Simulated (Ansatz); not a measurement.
# Si/GaP/CoSi2: a contact from a semiconductor to a metal

Wanted: barrier heights, local density of states and T(E) for Si/GaP/CoSi2. The semiconductor is Si diamond(111), undoped, with its far face capped by hydrogen, and the metal is CoSi2 fluorite(111) turned by 180 degrees (type B), with GaP zinc blende(111) between them (whole bilayers). After relaxation the nearest pair at the metal is Si–Ga at 2.48 Å, along the normal. The common net has a side of 3.896 Å, which strains the semiconductor by +0.7 %, the layer between by +0.0 % and the metal by +2.8 %, against typed lattice constants near PBE's. The first steps treat the bulk crystals alone.

Calculated with Ansatz 0.2.0; PBE DFT, plane waves, PAW files, in the first sound run; inputs show where later runs differ.

## (1) The structure

It takes space group R-3m (No. 166, trigonal). The conventional cell has a = 3.896 Å, b = 3.896 Å, c = 9.426 Å, α = 90.00°, β = 90.00°, γ = 120.00°. Nearest to Si lie 4 Si at 2.36 to 2.38 Å.

## (2) The strained electrode, 6 atoms

The electrode is held to the junction's net and relaxed along the normal; its spacing is used for the ideal lead layers.

input.yaml

```yaml
crystal:
  lattice:
    - [3.896, 0.0, 0.0]
    - [-1.948, 3.3740349731, 0.0]
    - [0.0, 0.0, 9.4260920331]
  atoms:
    - { symbol: Si, position: [0.0, 0.0, 0.0] }
    - { symbol: Si, position: [0.0, 0.0, 0.25] }
    - { symbol: Si, position: [0.3333333333, 0.6666666667, 0.3333333333] }
    - { symbol: Si, position: [0.3333333333, 0.6666666667, 0.5833333333] }
    - { symbol: Si, position: [0.6666666667, 0.3333333333, 0.6666666667] }
    - { symbol: Si, position: [0.6666666667, 0.3333333333, 0.9166666667] }
kpoints:
  mp_grid: { grid: [12, 12, 3] }
scf:
  occupations: { method: fermi_dirac, width: 0.1 }
  max_iter: 150
hamiltonian:
  xc: pbe
relax:
  f_tol: 0.01
  max_steps: 40
  cell: { fix: [a, b, angles] }
```

Launch:

```bash
$ ansatz run input.yaml --threads 8 --pin off --max-ram 24576MiB --backend cpu --events-out ev --progress --plain --runs-dir out
```

Numbers of over 12 decimals in the logs are rounded to 6 here.

What it wrote:

```text
Engine: ansatz 0.2.0, aarch64-unknown-linux-gnu
Pseudopotentials: kind: paw
Pseudopotential: Si, paw, valence charge 4, recommended cutoff 420 eV (normal), Si.paw.azcp
Functional definition: PBE
  parameter kappa = 0.804
  parameter beta = 0.066725
  exchange = pbe_x(kappa = kappa, mu = beta*pi^2/3)
  correlation = pbe_c(beta = beta)
Crystal: 6 atoms, lattice volume = 123.908 Å³
Basis set: ecut = 420 eV, 2455 PW (Γ), exchange–correlation on 54×54×128 points (8 copies of the dense FFT grid, shifted against one another)
Bands: 18, of which v1, the nominal top of the filled ones, is band 12 counted from 1 (11 counted from 0)
Symmetry: 36 space group operations
Space group: R-3m (ITA 166), of the structure as read, at distance tolerance 5.0e-5 Å
k-points: 50 of 432
Non-local potential: Si, projectors of the file, l = 0: 2, l = 1: 2, l = 2: 2
PAW form: soft (Blöchl's): semilocal exchange-correlation on the pseudo side does not see the compensation charge
PAW one-centre angular grid: Si, 110 points (default); XC on 64 Gauss nodes
Initial density: superposition of atomic densities (neutral atoms: chi_scale 0, normalization atom), corrected by the library's trained network
Initial wavefunctions: pseudopotential atomic-orbital guess
Functional: x = pbe(κ = 0.804, μ = 0.219515), c = pbe(β = 0.066725)
SCF iter   1: F=—  HF=-3814.849656 eV  |F-HF|=—  |Δ(HF+E_count)|=         —  Δρ=1.36e-3  dr2=1.64e-3  ethr=1.77e-3  ⟨swp⟩=6.7  Hψ=5617  notcnv=0
preconditioner: auto → Resta (q_TF=auto, 2.075 Å⁻¹)  ε∞=5.4  [insulator: Δε(μ)=0.706 eV  Ē_g=7.796 eV  σ=0.100 eV  W_gap=0.94  n_scr=24 (ndim 8)  ℏωp=16.3 eV  f_vac=0.000  D(μ)=0.04/eV (n_scr^D=0)  ε∞_Penn≈5.4]
SCF iter   2: F=—  HF=-3814.850536 eV  |F-HF|=—  |Δ(HF+E_count)|=   8.81e-4  Δρ=7.35e-4  dr2=5.09e-4  ethr=6.84e-6  ⟨swp⟩=2.2  Hψ=1792  notcnv=0
SCF iter   3: F=—  HF=-3814.850681 eV  |F-HF|=—  |Δ(HF+E_count)|=   1.44e-4  Δρ=8.42e-5  dr2=1.30e-5  ethr=2.12e-6  ⟨swp⟩=2.0  Hψ=1499  notcnv=0
SCF iter   4: F=—  HF=-3814.850698 eV  |F-HF|=—  |Δ(HF+E_count)|=   1.67e-5  Δρ=2.31e-5  dr2=8.79e-7  ethr=5.42e-8  ⟨swp⟩=2.0  Hψ=1499  notcnv=0
iter 5 did not close the SCF: its close was put off for the readings that it lacked (scf_convergence_deferred on its scf_iter line)
SCF iter   5: F=-3814.850699 eV  HF=-3814.850699 eV  |F-HF|=2.89e-8  |Δ(HF+E_count)|=   1.22e-6  Δρ=5.58e-6  dr2=2.17e-8  ethr=3.66e-9  ⟨swp⟩=2.0  Hψ=1500  notcnv=0
SCF iter   6: F=-3814.850699 eV  HF=-3814.850699 eV  |F-HF|=1.13e-10  |Δ(HF+E_count)|=   3.43e-8  Δρ=1.73e-6  dr2=2.54e-9  ethr=9.04e-11  ⟨swp⟩=2.2  Hψ=3003  notcnv=0
SCF 1 converged in 6 iterations: F = -3814.850699 eV  dr2 = 2.54e-9
  greatest PAW one-centre occupation: 0.632 electrons in one spin orbital (limit 2), on the Si atom at site 5 (counted from 0), in its partial waves of l = 0
relax step   1: F+E_penalty+E_count = -3814.85069881 eV  Δ(F+E_penalty+E_count) = +0.000e0 eV  max|allowed force component| = 1.299e-1 eV/Å  Δτ_max = 0.0000 Å  P = -0.792 GPa  Ω = 123.908 Å³  fix = [a, b, alpha, beta, gamma]  reactions: a -1.592, b -1.592 GPa  (6 SCF iters, dr2 threshold 1.00e-7 eV, accepted)
Crystal: 6 atoms, lattice volume = 124.025 Å³
Basis set: ecut = 420 eV, 2467 PW (Γ), exchange–correlation on 54×54×128 points (8 copies of the dense FFT grid, shifted against one another)
Initial density: handed on by an earlier stage of this run
Initial wavefunctions: those handed on with the density
iter 1 solved again at ethr=2.38e-7 eV; its pass at ethr=3.10e-3 eV (dr2=5.71e-5 eV) is discarded
SCF iter   1: F=—  HF=-3814.852713 eV  |F-HF|=—  |Δ(HF+E_count)|=         —  Δρ=2.92e-4  dr2=8.27e-5  ethr=2.38e-7  ⟨swp⟩=2.8  Hψ=5853  notcnv=0
preconditioner: auto → Resta (q_TF=auto, 2.075 Å⁻¹)  ε∞=5.4  [insulator: Δε(μ)=0.665 eV  Ē_g=7.794 eV  σ=0.100 eV  W_gap=0.92  n_scr=24 (ndim 8)  ℏωp=16.3 eV  f_vac=0.000  D(μ)=0.04/eV (n_scr^D=0)  ε∞_Penn≈5.4]
SCF iter   2: F=—  HF=-3814.852709 eV  |F-HF|=—  |Δ(HF+E_count)|=   4.03e-6  Δρ=1.61e-4  dr2=2.43e-5  ethr=2.38e-7  ⟨swp⟩=1.2  Hψ=1006  notcnv=0
SCF iter   3: F=-3814.852706 eV  HF=-3814.852706 eV  |F-HF|=9.38e-8  |Δ(HF+E_count)|=   3.46e-6  Δρ=1.16e-5  dr2=1.95e-7  ethr=2.50e-9  ⟨swp⟩=3.1  Hψ=3762  notcnv=0
SCF 2 converged in 3 iterations: F = -3814.852706 eV  dr2 = 1.95e-7
relax step   2: F+E_penalty+E_count = -3814.85270589 eV  Δ(F+E_penalty+E_count) = -2.007e-3 eV  max|allowed force component| = 3.167e-2 eV/Å  Δτ_max = 0.0033 Å  P = -0.887 GPa  Ω = 124.025 Å³  energy of the carried Pulay correction = -1.540e-5 eV  fix = [a, b, alpha, beta, gamma]  reactions: a -1.484, b -1.484 GPa  (3 SCF iters, dr2 threshold 6.00e-7 eV, accepted)
Crystal: 6 atoms, lattice volume = 124.188 Å³
Basis set: ecut = 420 eV, 2491 PW (Γ), exchange–correlation on 54×54×128 points (8 copies of the dense FFT grid, shifted against one another)
iter 1 solved again at ethr=1.07e-7 eV; its pass at ethr=3.10e-3 eV (dr2=2.57e-5 eV) is discarded
SCF iter   1: F=—  HF=-3814.852888 eV  |F-HF|=—  |Δ(HF+E_count)|=         —  Δρ=1.58e-4  dr2=3.76e-5  ethr=1.07e-7  ⟨swp⟩=2.6  Hψ=5824  notcnv=0
preconditioner: auto → Resta (q_TF=auto, 2.074 Å⁻¹)  ε∞=5.4  [insulator: Δε(μ)=0.666 eV  Ē_g=7.789 eV  σ=0.100 eV  W_gap=0.92  n_scr=24 (ndim 8)  ℏωp=16.3 eV  f_vac=0.000  D(μ)=0.04/eV (n_scr^D=0)  ε∞_Penn≈5.4]
SCF iter   2: F=—  HF=-3814.852888 eV  |F-HF|=—  |Δ(HF+E_count)|=   1.72e-7  Δρ=8.48e-5  dr2=1.10e-5  ethr=1.07e-7  ⟨swp⟩=2.0  Hψ=1430  notcnv=0
SCF iter   3: F=-3814.852886 eV  HF=-3814.852886 eV  |F-HF|=1.02e-7  |Δ(HF+E_count)|=   2.80e-6  Δρ=8.10e-6  dr2=1.31e-7  ethr=9.79e-10  ⟨swp⟩=3.6  Hψ=3867  notcnv=0
SCF 3 converged in 3 iterations: F = -3814.852886 eV  dr2 = 1.31e-7
relax step   3: F+E_penalty+E_count = -3814.85288573 eV  Δ(F+E_penalty+E_count) = -1.798e-4 eV  max|allowed force component| = 2.127e-3 eV/Å  Δτ_max = 0.0006 Å  P = -1.002 GPa  Ω = 124.188 Å³  energy of the carried Pulay correction = -3.676e-5 eV  fix = [a, b, alpha, beta, gamma]  reactions: a -1.488, b -1.488 GPa  (3 SCF iters, dr2 threshold 2.35e-7 eV, accepted)
Initial wavefunctions: pseudopotential atomic-orbital guess (no wavefunctions were taken with the density)
iter 1 solved again at ethr=5.85e-8 eV; its pass at ethr=3.10e-3 eV (dr2=1.40e-5 eV) is discarded
SCF iter   1: F=—  HF=-3814.852913 eV  |F-HF|=—  |Δ(HF+E_count)|=         —  Δρ=8.67e-6  dr2=1.39e-7  ethr=5.85e-8  ⟨swp⟩=3.1  Hψ=8279  notcnv=0
preconditioner: auto → Resta (q_TF=auto, 2.074 Å⁻¹)  ε∞=5.4  [insulator: Δε(μ)=0.670 eV  Ē_g=7.789 eV  σ=0.100 eV  W_gap=0.92  n_scr=24 (ndim 8)  ℏωp=16.3 eV  f_vac=0.000  D(μ)=0.04/eV (n_scr^D=0)  ε∞_Penn≈5.4]
SCF iter   2: F=—  HF=-3814.852925 eV  |F-HF|=—  |Δ(HF+E_count)|=   1.21e-5  Δρ=5.60e-6  dr2=5.86e-8  ethr=5.79e-10  ⟨swp⟩=2.2  Hψ=1447  notcnv=0
SCF iter   3: F=—  HF=-3814.852925 eV  |F-HF|=—  |Δ(HF+E_count)|=   8.46e-8  Δρ=9.34e-7  dr2=1.30e-9  ethr=2.44e-10  ⟨swp⟩=2.0  Hψ=1471  notcnv=0
SCF iter   4: F=—  HF=-3814.852925 eV  |F-HF|=—  |Δ(HF+E_count)|=   2.30e-9  Δρ=2.79e-7  dr2=6.00e-11  ethr=5.41e-12  ⟨swp⟩=2.0  Hψ=1498  notcnv=0
SCF iter   5: F=-3814.852925 eV  HF=-3814.852925 eV  |F-HF|=4.09e-12  |Δ(HF+E_count)|=  1.77e-10  Δρ=2.16e-8  dr2=3.29e-13  ethr=1.00e-12  ⟨swp⟩=4.0  Hψ=2909  notcnv=0
SCF 4 converged in 5 iterations: F = -3814.852925 eV  dr2 = 3.29e-13
relax step   4: F+E_penalty+E_count = -3814.85292527 eV  Δ(F+E_penalty+E_count) = -3.954e-5 eV  max|allowed force component| = 2.138e-3 eV/Å  Δτ_max = 0.0000 Å  P = -1.001 GPa  Ω = 124.188 Å³  fix = [a, b, alpha, beta, gamma]  reactions: a -1.488, b -1.488 GPa  stress off target by 2.76e-2 GPa on what of the cell is left free  SCF on the basis re-selected at this cell (its energy is not comparable with the rows above)  (5 SCF iters)
basis re-selected at this cell: Δ(F+E_penalty+E_count) = -3.954e-5 eV, ΔP = +0.001 GPa vs the last step (what re-selecting the basis moved, of the pressure what is left beyond the Pulay correction that the steps carried, after the strain that the cell walked since its last selection, with what the two solves' SCF thresholds leave and, on support functions, any second-order correction that the steps lacked; it is no m [...]
SCF converged after 5 iterations
Free energy (F): -3814.852925 eV
Harris-Foulkes:  -3814.852925 eV  (|F-HF|=4.09e-12)
Internal energy: -3814.850726 eV  (E = F + TS)
E sigma→0 (E₀):  -3814.851826 eV
Entropy (-TS):   -0.002199 eV (-0.367 meV/atom)
Fermi energy:    6.214127 eV
--- Per-component energies (eV) ---
  E_band       = 21.983057
  E_kinetic    = 239.279664
  E_local      = -170.544318  (includes V_loc(G=0)·N_el)
  E_nonlocal   = 154.825812
  E_hartree    = 45.938701
  E_xc         = -329.864581
  E_vxc        = -278.799826  (∫ρ·V_xc dr)
  E_paw        = -3076.450627  (= ΣΔE_a)
  E_vpaw       = -14.655717  (= ΣTr[D̂ρ^β])
  E_aug_tail   = 0.000039  (compensation charges beyond the density's cutoff)
  E_ewald      = -678.035416
  E_smearing   = -0.002199  (= −TS)
  E_closure    = 0.000000  (closes the sum)
  Σ components = -3814.852925   (vs F -3814.852925, Δ=0.00e0)
--- Forces (eV/Å), atoms counted from 1 ---
  atom   1  Si    -0.00000000    -0.00000000    -0.00213842
  atom   2  Si     0.00000000     0.00000000     0.00213842
  atom   3  Si    -0.00000000    -0.00000000    -0.00213842
  atom   4  Si    -0.00000000     0.00000000     0.00213842
  atom   5  Si     0.00000000    -0.00000000    -0.00213842
  atom   6  Si     0.00000000     0.00000000     0.00213842
  max |Σ_I F_I| component: 1.23e-17 eV/Å
--- Stress (GPa, compression-positive) ---
       -1.487625       0.000000       0.000000
        0.000000      -1.487625      -0.000000
        0.000000      -0.000000      -0.027560
  P = ⅓ Tr σ = -1.0009 GPa (-10.009 kbar)
--- Relaxed structure (3 steps of the walk, 3 accepted, 1 SCFs on fresh bases) ---
  F+E_penalty+E_count = -3814.85292527 eV   max|allowed force component| = 2.138e-3 eV/Å   (the final SCF, on the basis selected at the relaxed cell)
  cell:  # Å, volume = 124.1877 Å³
    - [3.896000, 0, 0]
    - [-1.948000, 3.374035, 0]
    - [0, 0, 9.447353]
  atoms:
    - { symbol: Si, position: [0, 0, -0.000417664] }
    - { symbol: Si, position: [0, 0, 0.250418] }
    - { symbol: Si, position: [0.333333, 0.666667, 0.332916] }
    - { symbol: Si, position: [0.333333, 0.666667, 0.583751] }
    - { symbol: Si, position: [0.666667, 0.333333, 0.666249] }
    - { symbol: Si, position: [0.666667, 0.333333, 0.917084] }
```

Elapsed: 2.7 s, on 8 threads of Arm Neoverse V2, shared host; peak memory 0.52 GiB.

Step by step:

| step | energy less that of the first step (eV) | largest force component (eV/Å) | pressure (GPa) | volume (Å³) |
| --- | --- | --- | --- | --- |
| 1 | 0.0000 | 0.1299 | -0.79 | 123.91 |
| 2 | -0.0020 | 0.0317 | -0.89 | 124.03 |
| 3 | -0.0022 | 0.0021 | -1.00 | 124.19 |
| 4* | -0.0022 | 0.0021 | -1.00 | 124.19 |

Relaxation steps marked * repeat the geometry before them on a plane-wave basis chosen anew for their cell, so energy and pressure can jump there.

The run keeps the 36 symmetry operations that it works with, so distortions that break them were not tested.

| conventional cell, symmetrised | before | after | change |
| --- | --- | --- | --- |
| a (Å) | 3.896 | 3.896 | -0.0 % |
| b (Å) | 3.896 | 3.896 | -0.0 % |
| c (Å) | 9.426 | 9.447 | +0.2 % |
| volume (Å³/atom) | 20.65 | 20.70 | +0.2 % |

Final coordinates:

```cif
data_structure
_symmetry_space_group_name_H-M 'P 1'
_symmetry_Int_Tables_number 1
_cell_length_a 3.8960
_cell_length_b 3.8960
_cell_length_c 9.4474
_cell_angle_alpha 90.000
_cell_angle_beta 90.000
_cell_angle_gamma 120.000
_cell_volume 124.19
loop_
_atom_site_label
_atom_site_type_symbol
_atom_site_fract_x
_atom_site_fract_y
_atom_site_fract_z
_atom_site_occupancy
Si1 Si 0.00000 0.00000 0.99958 1
Si2 Si 0.00000 0.00000 0.25042 1
Si3 Si 0.33333 0.66667 0.33292 1
Si4 Si 0.33333 0.66667 0.58375 1
Si5 Si 0.66667 0.33333 0.66625 1
Si6 Si 0.66667 0.33333 0.91708 1
```

Numbers from this step:

```yaml
free_energy: -3814.8529 eV
fermi_energy: 6.214 eV
pressure: -1.001 GPa
```

The relaxation ends with a largest force component of 0.0021 eV/Å.

[end of part 1 of 5]

[Logs are printed without paths, hosts, clocks, repeated set-up lines and the standing remarks that a program may print on its own settings, such as how far it seeks lower states.]

[Hosts, paths, dates, database ids (printed as entryN), source tags and the programs' standing remarks are cut or masked in the printed files.]
